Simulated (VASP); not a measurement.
Wanted: the native input for a VASP 6.6.1 run.

```
Task                               : band structure
Functional                         : r2SCAN50
Potentials or basis                : VASP PAW PBE potentials, release 64 (Mg)
Cutoff                             : 520 eV
k mesh                             : 5 × 5 × 3
Occupations                        : fermi-dirac, width 0.05 eV
Spin                               : no spin polarisation
Grid for exact exchange (PRECFOCK) : Normal
Exchange at q = 0                  : truncated
Further INCAR settings             : ALGO = Normal; EDIFF = 1e-07; NBANDS = 9
```

Mg:

```
Mg
1.0
     3.20930    0.00000    0.00000
    -1.60465    2.77934    0.00000
     0.00000    0.00000    5.21030
Mg
2
Direct
  0.66667 0.33333 0.75000
  0.33333 0.66667 0.25000
```

One way to write it, as run:

POSCAR

```
Mg
1.0
    3.2093000000      0.0000000000      0.0000000000
   -1.6046500000      2.7793353284      0.0000000000
    0.0000000000      0.0000000000      5.2103000000
Mg
2
Direct
    0.6666666667      0.3333333333      0.7500000000
    0.3333333333      0.6666666667      0.2500000000
```

INCAR.step1

```
PREC = Accurate ; ENCUT = 520
EDIFF = 1E-5 ; ISMEAR = -1
SIGMA = 0.05 ; LREAL = False
LASPH = True ; NELM = 100
ALGO = Normal ; ISIF = 2
LWAVE = True ; LCHARG = False
NBANDS = 9 ; GGA = PE
```

INCAR.step2

```
PREC = Accurate ; ENCUT = 520
EDIFF = 1E-7 ; ISMEAR = -1
SIGMA = 0.05 ; LREAL = False
LASPH = True ; NELM = 100
ALGO = Normal ; ISIF = 2
LWAVE = False ; LCHARG = False
METAGGA = R2SCAN ; LHFCALC = True
AEXX = 0.5 ; LMIXTAU = True
PRECFOCK = Normal ; HFRCUT = -1
NBANDS = 9 ; ISTART = 1
```

KPOINTS

```
Automatic mesh
0
Gamma
  5 5 3
```

KPOINTS_OPT

```
path GMKGALHA,LM,KH
8
line-mode
reciprocal
 0.0000000000  0.0000000000  0.0000000000  G
 0.5000000000  0.0000000000  0.0000000000  M

 0.5000000000  0.0000000000  0.0000000000  M
 0.3333333333  0.3333333333  0.0000000000  K

 0.3333333333  0.3333333333  0.0000000000  K
 0.0000000000  0.0000000000  0.0000000000  G

 0.0000000000  0.0000000000  0.0000000000  G
 0.0000000000  0.0000000000  0.5000000000  A

 0.0000000000  0.0000000000  0.5000000000  A
 0.5000000000  0.0000000000  0.5000000000  L

 0.5000000000  0.0000000000  0.5000000000  L
 0.3333333333  0.3333333333  0.5000000000  H

 0.3333333333  0.3333333333  0.5000000000  H
 0.0000000000  0.0000000000  0.5000000000  A

 0.5000000000  0.0000000000  0.5000000000  L
 0.5000000000  0.0000000000  0.0000000000  M

 0.3333333333  0.3333333333  0.0000000000  K
 0.3333333333  0.3333333333  0.5000000000  H
```

Potentials or basis: VASP PAW PBE potentials, release 64 (Mg).

Launch:

```bash
$ cat potpaw_PBE.64/Mg/POTCAR > POTCAR
$ cp INCAR.step1 INCAR
$ mpirun -np 1 vasp_std > vasp.out
$ cp INCAR.step2 INCAR
$ mpirun -np 1 vasp_std > vasp.out
```

Results of the run:

```
Pressure                : -1.8 GPa
Band gap along the path : none (metal or under the smearing width)
```

Caveat: the k mesh is coarse (spacing up to 0.45 Å⁻¹), so the values aren't converged, least of all with exact exchange; the PAW data sets were made with another functional, which shifts forces and pressure a little.

Run time: 9.5 min on 1 thread of AMD EPYC 7R13 Processor (Zen 3), on a shared host, peak memory 0.18 GiB.
